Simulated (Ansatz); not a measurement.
Level of theory: DFT, r²SCAN, scalar-relativistic, no spin polarisation; plane waves to 500 eV with PAW datasets (Ansatz 0.2.0), Γ-centred 6×6×6 mesh, 0.05 eV Gaussian smearing; PAW files: Ansatz's generated set soft_2.

A crystal of composition XS, relaxed at this level of theory, gives this pattern between 10° and 80°.

Cu Kα1 powder pattern (kinematic, no thermal factors).
2θ (°) (relative intensity): 22.35 (18), 23.54 (70), 32.68 (100), 41.38 (30), 45.61 (8), 47.53 (15), 48.16 (10), 51.95 (16), 53.70 (23), 63.27 (17), 65.33 (8), 68.49 (7), 69.98 (21), 75.47 (5), 76.07 (8), 79.87 (3)

**Question.** Which lattice and cell does the pattern come from?

**Answer.** Hexagonal, space group P-6m2 (No. 187), a = 4.360 Å, b = 4.360 Å, c = 3.975 Å, α = 90.00°, β = 90.00°, γ = 120.00°. The line positions fix the lattice at most, not the space group, and lines under 1 % of the strongest aren't listed; this is the group of the computed cell.

A compound XS has these computed properties.

* Band gap: 2.40 eV
* Smallest direct gap: 2.40 eV
* Bader charges: X 1.45; S -1.45 e
* Formation energy from the elements (0 K, uncorrected): -2.28 eV/atom
* Bulk modulus (Birch–Murnaghan): 41 GPa
* Pressure derivative B0′: 4.1
* Shear modulus (Hill): 19.2 GPa
* Young's modulus: 50 GPa
* Poisson's ratio: 0.30
* Elastically stable: yes

Sites: X on 1a, S on 1f.

**Question.** Which element is X?
A. Ba
B. Ce
C. Cs
D. La

**Answer.** A. X is Ba, so the compound is BaS.

The start was a prototype's sites filled with these elements. The Crystallography Open Database lists the compound in space group Fm-3m (rock salt), so this is a trial structure.

Semilocal functionals underestimate band gaps, commonly by a third or more. Scalar-relativistic only: spin–orbit splittings of the heavy atoms' levels are missing.
